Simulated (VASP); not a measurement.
Consider the following.

```
CELL_PARAMETERS angstrom
      1.35000    -2.33827     0.00000
      1.35000     2.33827     0.00000
      0.00000     0.00000     4.38000
ATOMIC_POSITIONS crystal
  Be 0.66667 0.33333 0.50000
  Be 0.33333 0.66667 0.00000
  O  0.66667 0.33333 0.87800
  O  0.33333 0.66667 0.37800
```

Calculation: PBE GGA, VASP's PBE PAW potentials (set 64) (plane waves; VASP). Settings: 520 eV cut-off, 12×12×8 Γ-centred mesh, Gaussian smearing of 0.050 eV, potentials Be O.

Gaps are read on the run's mesh, which can miss a band edge.

Problem. What does the run give for the energy per atom (σ→0), pressure, band gap (on the k-mesh) with the smallest direct gap where there is one?

Solution. 
The band gap (on the k-mesh) comes out as 7.59 eV, the smallest direct gap (on the k-mesh) comes out as 7.59 eV and the energy per atom (σ→0) comes out as -7.114 eV/atom. The pressure is 3.43 GPa.

Only differences to runs with the same potentials and settings are physical.

The compound is BeO in the wurtzite structure. The cell was not relaxed at this level. The run is one of a series of settings (KPOINTS 12×12×8 Γ-centred mesh against the base run), some of them coarse on purpose.
